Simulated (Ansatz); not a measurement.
Nb: frozen-core PAW against all-electron methods

```
Nb
1.0
    -0.04230    2.09385    2.09385
     2.09385   -0.04230    2.09385
     2.09385    2.09385   -0.04230
Nb
1
Direct
  0.00000 0.00000 0.00000
```

The cell is COD entry 1534903, as deposited and not checked against the literature; nothing was relaxed. The listed cell was then made from it by scaling, straining or moving an atom.

Levels of theory: DFT, PBE, PAW with Ansatz's default frozen-core files, scalar-relativistic (Ansatz 0.2.0); DFT, PBE, all-electron PAW with datasets made for the crystal, scalar-relativistic (Ansatz 0.2.0); DFT, PBE, all-electron LAPW, scalar-relativistic (Ansatz 0.2.0).

For PAW: a Γ-centred 13×13×13 k mesh, Fermi–Dirac smearing of 0.08 eV, cutoff 420 eV, no spin polarisation. The crystal-made all-electron datasets (AE datasets) take a cutoff of 240 eV at this cell. LAPW targets a basis error of 0.25 meV/atom. The Ansatz runs share mesh, smearing and spin set-up. Plane-wave (PAW) pressures include the program's estimate of the Pulay term.

Stress and pressure are positive in compression.

The change that made this cell: equal xy, yz and zx engineering shear strains of -2 %.

```csv
quantity,PAW,AE datasets,LAPW
pressure (GPa),-1.20,-1.21,-1.21
stress yz (GPa),-0.67,-0.66,-0.66
stress xz (GPa),-0.67,-0.66,-0.66
stress xy (GPa),-0.67,-0.66,-0.66
```
